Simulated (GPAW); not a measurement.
# CdS (Greenockite) (P6_3mc) in GPAW: settings compared

The runs below take CdS (Greenockite) through band structure, equation of state, with TASK, PBE.

All numbers are computed with GPAW 26.7.0; they aren't measurements. Logs are shortened: lines on timing, memory, paths and dates and some standing lists are left out, and cuts for length are marked. The log counts tension as positive stress, the text compression.

**What was measured.**

From “Isotope dependence of band-gap energy”, 2008, arxiv:0807.2152, for a bulk crystal of CdS: band gap 2.5809 ± 0.0002 eV.

The runs below are set against these values where they give the same quantity.

## Step 1: The structure

Symmetry: P6_3mc, No. 186, hexagonal system. The conventional cell has a = 4.150 Å, b = 4.150 Å, c = 6.737 Å, α = 90.00°, β = 90.00°, γ = 120.00°. Cd (site symmetry 3m) is surrounded by 4 S at 2.53 to 2.54 Å. Around S (site symmetry 3m) lie 4 Cd at 2.53 to 2.54 Å.

## Step 2: Band structure, TASK, spin-orbit coupling, no magnetisation

File run.py:

```python
import numpy as np
from ase.dft.bandgap import bandgap
from ase.io import read, write
from ase.units import GPa
from gpaw import GPAW, PW
from gpaw.spinorbit import soc_eigenstates

atoms = read('CdS.cif')

calc = GPAW(mode=PW(600),
            xc='MGGA_X_TASK+LDA_C_PW',
            kpts={'size': (5, 5, 3), 'gamma': True},
            occupations={'name': 'fermi-dirac', 'width': 0.05},
            nbands=31,
            convergence={'density': 1e-05, 'energy': 1e-05},
            maxiter=150,
            txt='gpaw.txt')
atoms.calc = calc
energy = atoms.get_potential_energy()
forces = atoms.get_forces()
stress = atoms.get_stress()
calc.write('gs.gpw')
write('result.traj', atoms)
print(f'Energy: {energy:.6f} eV')
print('Forces (eV/A):')
print(forces.round(4))
print('Stress (GPa):', (stress / GPa).round(3))
print('Fermi level:', round(calc.get_fermi_level(), 4), 'eV')
print(f'Gap: {bandgap(calc)[0]:.4f} eV, direct: {bandgap(calc, direct=True)[0]:.4f} eV')

path = atoms.cell.bandpath('GMKGALHA,LM,KH', npoints=100, eps=1e-4)
bs_calc = calc.fixed_density(kpts=path, symmetry='off', nbands=51,
                             convergence={'bands': 'CBM+6.0', 'eigenstates': 1e-6}, txt='bands.txt')
bs = bs_calc.band_structure()
bs.write('bs.json')
print(f'Gap on the path: {bandgap(bs_calc)[0]:.4f} eV')

soc = soc_eigenstates(bs_calc, theta=0, phi=0, ignore_xc_potential=True)
np.savetxt('soc_bands.dat', soc.eigenvalues(), fmt='%.4f')
mesh = soc_eigenstates('gs.gpw', theta=0, phi=0, ignore_xc_potential=True)
np.savetxt('soc_mesh.dat', mesh.eigenvalues(), fmt='%.4f')
print('Fermi level with spin-orbit coupling:', round(mesh.fermi_level, 4), 'eV')
```

File CdS.cif:

```cif
data_CdS
_cell_length_a 4.15000000
_cell_length_b 4.15000000
_cell_length_c 6.73700000
_cell_angle_alpha 90.00000000
_cell_angle_beta 90.00000000
_cell_angle_gamma 120.00000000
_space_group_name_H-M_alt 'P1'
_space_group_name_Hall 'P 1'
_space_group_IT_number 1
loop_
_space_group_symop_operation_xyz
'x,y,z'
loop_
_atom_site_label
_atom_site_type_symbol
_atom_site_symmetry_multiplicity
_atom_site_Wyckoff_symbol
_atom_site_fract_x
_atom_site_fract_y
_atom_site_fract_z
_atom_site_occupancy
Cd1 Cd 1 a 0.6666666667 0.3333333333 0.5000000000 1
Cd2 Cd 1 a 0.3333333333 0.6666666667 0.0000000000 1
S1 S 1 a 0.6666666667 0.3333333333 0.8750000000 1
S2 S 1 a 0.3333333333 0.6666666667 0.3750000000 1
```

Potentials or basis: GPAW PAW data sets (gpaw-data 1.2.1), pw.

Launch:

```
> OMP_NUM_THREADS=1 python run.py
```

gpaw.txt:

```text
__  _  _
 | _ |_)|_||  |
 |__||  | ||/\| - 26.7.0

Input parameters:
  mode=PW(ecut=600.0),
  convergence={'density': 1e-05, 'energy': 1e-05},
  kpts=MonkhorstPack(size=(5, 5, 3), gamma=True),
  maxiter=150,
  nbands=31,
  occupations=Occupations(name='fermi-dirac', width=0.05),
  xc=XC(name='MGGA_X_TASK+LDA_C_PW')

Diagonalizing LCAO Hamiltonian
Converting LCAO to pw mode

            S

            Cd
        S

        Cd

Atoms  # Å, Bohr magnetons
|   | symbol |         x |        y |        z |    initial magnetic moments |
|---|--------|-----------|----------|----------|-----------------------------|
| 0 |     Cd |  2.075000 | 1.198002 | 3.368500 | ( 0.0000,  0.0000,  0.0000) |
| 1 |     Cd | -0.000000 | 2.396004 | 0.000000 | ( 0.0000,  0.0000,  0.0000) |
| 2 |      S |  2.075000 | 1.198002 | 5.894875 | ( 0.0000,  0.0000,  0.0000) |
| 3 |      S | -0.000000 | 2.396004 | 2.526375 | ( 0.0000,  0.0000,  0.0000) |

Unit cell  # Å
| periodic |         x |        y |        z |  lengths |     angles |
|----------|-----------|----------|----------|----------|------------|
|      yes |  4.150000 | 0.000000 | 0.000000 | 4.150000 |  90.000000 |
|      yes | -2.075000 | 3.594005 | 0.000000 | 4.150000 |  90.000000 |
|      yes |  0.000000 | 0.000000 | 6.737000 | 6.737000 | 120.000000 |

Number of symmetries: 6
Symmetry operations  # r_c * U_cc + t_c -> r_c
|   | kind |            matrix            |
|---|------|------------------------------|
| 0 |  σ   |  1, 1, 0,  0,-1, 0,  0, 0, 1 |
| 1 |  E   |  1, 0, 0,  0, 1, 0,  0, 0, 1 |
| 2 |  C3  |  0, 1, 0, -1,-1, 0,  0, 0, 1 |
| 3 |  σ   |  0,-1, 0, -1, 0, 0,  0, 0, 1 |
| 4 |  σ   | -1, 0, 0,  1, 1, 0,  0, 0, 1 |
| 5 |  C3  | -1,-1, 0,  1, 0, 0,  0, 0, 1 |

BZ-sampling:
  Number of BZ points: 75
  Number of IBZ points: 12

  Monkhorst-Pack size: [5, 5, 3]
  Monkhorst-Pack shift: [0, 0, 0]

K-points  # in reciprocal-cell coordinates
|     |                                coordinates |     weight |
|-----|--------------------------------------------|------------|
|   0 | (  0.00000000,   0.00000000,   0.00000000) | 0.01333333 |
|   1 | (  0.00000000,   0.00000000,   0.33333333) | 0.02666667 |
|   2 | (  0.20000000,   0.00000000,  -0.33333333) | 0.08000000 |
|   3 | (  0.20000000,   0.00000000,   0.00000000) | 0.08000000 |
|   4 | (  0.20000000,   0.00000000,   0.33333333) | 0.08000000 |
|   5 | (  0.40000000,  -0.20000000,   0.00000000) | 0.08000000 |
|   6 | (  0.40000000,  -0.20000000,   0.33333333) | 0.16000000 |
|   7 | (  0.40000000,   0.00000000,  -0.33333333) | 0.08000000 |
|   8 | (  0.40000000,   0.00000000,   0.00000000) | 0.08000000 |
|   9 | (  0.40000000,   0.00000000,   0.33333333) | 0.08000000 |
| ... |                                            |            |
|  11 | (  0.40000000,   0.40000000,   0.33333333) | 0.16000000 |

Plane wave coefficients: 3372
Cutoff: 600.0 eV

Spin-components: 1 (collinear spins)
Bands:           31
Projectors:      22
Spin-degeneracy: 2
Datatype:        complex128

Parallelization:
  kpt:    1
  domain: 1
  band:   1

Density:
  Valence electrons: 36.0
  Components: 1
  Grid points: [24 24 40]
  Charge: 0.0  # |e|

Potential:
  Grid points: [24 24 40]

species:
  Cd:
    name:    Cadmium
    Z:       48.0
    valence: 12
    core:    36
    charge:  0.0  # [|e|]
    compensation charges:
      type: gauss
      rc: 0.38  # [Å]
      lmax: 2
    cutoffs:
      filter: 2.12  # [Å]
      core: 2.62  # [Å]
    projectors
    | kind |    occ | energy [eV] | rcut [Å] |
    |------|--------|-------------|----------|
    |   5s |  2.000 |      -5.655 |    1.191 |
    |   5p |  0.000 |      -1.186 |    1.228 |
    |   4d | 10.000 |     -11.739 |    1.164 |
    |    s |        |      21.556 |    1.191 |
    |    p |        |      26.026 |    1.228 |
    |    d |        |      15.473 |    1.164 |

    Using partial waves for Cd as LCAO basis

  S:
    name:    Sulfur
    Z:       16.0
    valence: 6
    core:    10
    charge:  0.0  # [|e|]
    compensation charges:
      type: gauss
      rc: 0.24  # [Å]
      lmax: 2
    cutoffs:
      filter: 1.77  # [Å]
      core: 1.66  # [Å]
    projectors
    | kind |    occ | energy [eV] | rcut [Å] |
    |------|--------|-------------|----------|
    |   3s |  2.000 |     -17.254 |    0.974 |
    |   3p |  4.000 |      -7.008 |    0.979 |
    |    s |        |       9.957 |    0.974 |
    |    p |        |      20.203 |    0.979 |
    |    d |        |       0.000 |    0.900 |

    Using partial waves for S as LCAO basis

Reference energy: -326061.476468  # eV

eigensolver:
  PPCG
  Converge bands: occupied
  niter=2

density mixing:
  MSR1-Mixer
  Pratt-step length: 0.05
  Maximum mixing coefficient: 0.75
  Old densities: 10
  SVD Regularization: 0.005
  Good broyden scale: 1.0
  Trust region scale: 1.0
  Backstep threshold: 4.0
  History deletion threshold: 6.0
  Fourier metric: weight=20.0, sigma=0.015

occupation numbers:
  Fermi-Dirac:
    width: 0.0500  # eV

poisson solver:
  ecut: 4800.0  # eV

xc functional:
  name: MGGA_X_TASK+LDA_C_PW with 2 nearest neighbor stencil

convergence criteria:
- Maximum integral of absolute [dens]ity change: 1e-05 electrons / valence electron
- Maximum [total energy] change in last 3 cyles: 1e-05 eV / valence electron
- Maximum integral of absolute [eigenst]ate change: 4e-08 eV^2 / valence electron
maximum number of iterations: 150

SCF iterations
|iter     | |      energy | eigst |  dens |
|---------|-|-------------|-------|-------|
|iter:   1| |   10.457548 | -0.18 |       |
|iter:   2| |   34.435537 | -0.61 | -1.14 |
|iter:   3| |   31.108581 | -0.79 | -1.10 |
|iter:   4| |   34.516405 | -1.12 | -0.88 |
|iter:   5| |   34.472983 | -1.97 | -1.43 |
|iter:   6| |   34.409469 | -2.21 | -1.74 |
|iter:   7| |   34.411272 | -3.51 | -2.28 |
|iter:   8| |   34.410880 | -4.70 | -3.17 |
|iter:   9| |   34.410773 | -5.22 | -3.54 |
|iter:  10| |   34.410771c| -6.56 | -4.14 |
|iter:  11| |   34.410770c| -7.40 | -4.50 |
|iter:  12| |   34.410770c| -8.25c| -4.85 |
|iter:  13| |   34.410770c| -8.62c| -5.61c|

Converged in 13 steps
Energy contributions relative to reference atoms: (reference = -326061.476468)

Energy contributions:
  Kinetic:          84.825972
  Coulomb:         -74.931821
  Zero:             -0.327991
  External:          0.000000
  Xc:               24.844611
  Entropy:          -0.000000
  Spinorbit:         0.000000
  ----------------------------
  Free energy:      34.410770
  Extrapolated:     34.410770

dipole moment: (-0.000010, -0.000016, -18.881446)  # |e|*Ang

Fermi level: 4.730
Eigenvalues  # (at kpt = [0.000, 0.000, 0.000])
| band index |      eig [eV] | occ [0-2] |
|------------|---------------|-----------|
|          0 |       -10.083 |     2.000 |
|        ... |               |           |
|         10 |        -4.309 |     2.000 |
|         11 |        -3.940 |     2.000 |
|         12 |        -1.335 |     2.000 |
|         13 |         2.349 |     2.000 |
|         14 |         2.349 |     2.000 |
|         15 |         3.123 |     2.000 |
|         16 |         3.161 |     2.000 |
|         17 |         3.161 |     2.000 |
|         18 |         5.860 |     0.000 |
|         19 |         7.214 |     0.000 |
|         20 |        10.970 |     0.000 |
|         21 |        10.970 |     0.000 |
|         22 |        11.315 |     0.000 |
|         23 |        12.116 |     0.000 |
|         24 |        12.116 |     0.000 |
|         25 |        12.966 |     0.000 |
|        ... |               |           |
|         30 |        16.336 |     0.000 |

Gap: 2.699 eV
Transition (v -> c):
  (s=0, k=0, n=17, [0.00, 0.00, 0.00]) -> (s=0, k=0, n=18, [0.00, 0.00, 0.00])
No difference between direct/indirect transitions

Forces  # eV/Ang
|        x |       y |        z |
|----------|---------|----------|
| -0.00000 | 0.00000 | -0.07084 |  # Cd   0
| -0.00000 | 0.00000 | -0.07089 |  # Cd   1
| -0.00000 | 0.00000 |  0.07129 |  # S    2
|  0.00000 | 0.00000 |  0.07125 |  # S    3

Stress tensor  # eV/Ang^3
|         x |         y |         z |
|-----------|-----------|-----------|
| -0.034710 |  0.000000 |  0.000000 |
|  0.000000 | -0.034710 |  0.000000 |
|  0.000000 |  0.000000 | -0.038065 |

# Writing to gs.gpw (mode='')
```

Run time: 9.3 min. Hardware: 1 thread of Intel Xeon Platinum 8175M at 2.50GHz (Skylake/Cascade Lake), shared host; peak memory 0.75 GiB.

What came out:

| Item | Value |
| --- | --- |
| Free energy | 34.4108 eV |
| Pressure | 5.7 GPa |
| Largest force | 0.071 eV/Å |
| Band gap on the k mesh | 2.69 eV, direct |
| Band gap along the path | 2.69 eV, direct |

Forces on the atoms (eV/Å):
```
Cd   0.000  0.000 -0.071
Cd   0.000  0.000 -0.071
S    0.000  0.000  0.071
S    0.000  0.000  0.071
```

Stress tensor (GPa, compression positive):
```
5.56 0.00 0.00
0.00 5.56 0.00
0.00 0.00 6.10
```

Levels at the corners of the path, in eV from the valence-band top:
```
point  band 34  band 35  band 36  band 37  band 38  band 39
    Γ    -0.01     0.00     0.00     2.69     2.69     4.04
    M    -1.30    -0.79    -0.79     4.92     4.92     5.09
    K    -1.87    -1.65    -1.65     6.07     6.07     6.12
    Γ    -0.01     0.00     0.00     2.69     2.69     4.04
    A    -0.41    -0.41    -0.41     4.16     4.16     4.16
    L    -1.39    -1.39    -1.39     4.79     4.79     4.79
    H    -1.21    -1.20    -1.20     5.57     5.57     5.61
    A    -0.41    -0.41    -0.41     4.16     4.16     4.16
    L    -1.39    -1.39    -1.39     4.79     4.79     4.79
    M    -1.30    -0.79    -0.79     4.92     4.92     5.09
    K    -1.87    -1.65    -1.65     6.07     6.07     6.12
    H    -1.21    -1.20    -1.20     5.57     5.57     5.61
```

Caveat: spin-orbit coupling was added after a scalar SCF, so levels and gaps hold it while energy, forces, pressure and moments don't; this program's spin-orbit splittings come out too wide for heavy elements; the PAW data sets were made with another functional, which shifts forces and pressure a little.

## Step 3: Equation of state, PBE

File run.py:

```python
from ase.eos import EquationOfState
from ase.io import Trajectory, read
from ase.units import GPa
from gpaw import GPAW, PW, setup_paths

setup_paths.insert(0, '.')

atoms = read('CdS.xyz')

traj = Trajectory('eos.traj', 'w')
volumes, energies = [], []
for x in [0.94, 0.96, 0.98, 1.0, 1.02, 1.04, 1.06]:
    a = atoms.copy()
    a.set_cell(atoms.cell * x**(1 / 3), scale_atoms=True)
    calc = GPAW(mode=PW(600),
                xc='PBE',
                kpts={'size': (5, 5, 3), 'gamma': True},
                occupations={'name': 'fermi-dirac', 'width': 0.05},
                setups={'Cd': 'jth', 'S': 'jth'},
                nbands=-13,
                convergence={'density': 1e-05, 'energy': 1e-05},
                maxiter=150,
                txt=f'eos-{x:.2f}.txt')
    a.calc = calc
    energies.append(a.get_potential_energy(force_consistent=True))
    volumes.append(a.get_volume())
    p = -a.get_stress()[:3].mean() / GPa
    calc.write(f'eos-{x:.2f}.gpw')
    traj.write(a)
    print(f'{x:.2f} {volumes[-1]:10.4f} A^3 {energies[-1]:14.6f} eV {p:9.3f} GPa', flush=True)

v0, e0, B = EquationOfState(volumes, energies, eos='birchmurnaghan').fit()
print(f'V0 = {v0:.4f} A^3, E0 = {e0:.6f} eV, B0 = {B / GPa:.2f} GPa')
```

File CdS.xyz:

```xyz
4
Lattice="4.1500000000 0.0000000000 0.0000000000 -2.0750000000 3.5940054257 0.0000000000 0.0000000000 0.0000000000 6.7370000000" Properties=species:S:1:pos:R:3 pbc="T T T"
Cd     2.0750000002      1.1980018084      3.3685000000
Cd    -0.0000000002      2.3960036173      0.0000000000
S      2.0750000002      1.1980018084      5.8948750000
S     -0.0000000002      2.3960036173      2.5263750000
```

Potentials or basis: JTH PAW 2.0, PBE, pw.

Launch:

```
> OMP_NUM_THREADS=1 python run.py
```

It took 4.3 min on 1 thread of Intel Xeon Platinum 8175M at 2.50GHz (Skylake/Cascade Lake), shared host; peak memory 0.33 GiB.

It converged, with:

| Property | Result |
| --- | --- |
| Equilibrium volume | 26.03 Å³/atom (rough: see the caveat) |
| Bulk modulus at fixed shape and positions | 59 GPa (rough) |

Energy against volume, from the lowest point:
```
volume (Å³/atom)  energy (meV/atom)
          23.614              45.93
          24.116              27.91
          24.618              14.81
          25.121               6.35
          25.623               0.62
          26.126               0.00
          26.628               2.31
```

Caveat: the fit is doubtful: noisy points or a state that changes with volume; the program truncates these outside data sets; the cell was scaled at fixed shape and fractional positions, which overstates the stiffness of a crystal with free parameters, most of all of layers and chains.

## Step 4: How close it comes

Step 2. Measured gap of CdS: 2.5809 eV (quoted in “Isotope dependence of band-gap energy”, 2008, arxiv:0807.2152). This calculation gives 2.69 eV (+0.11 eV). The value is that of TASK, without temperature or zero-point motion.
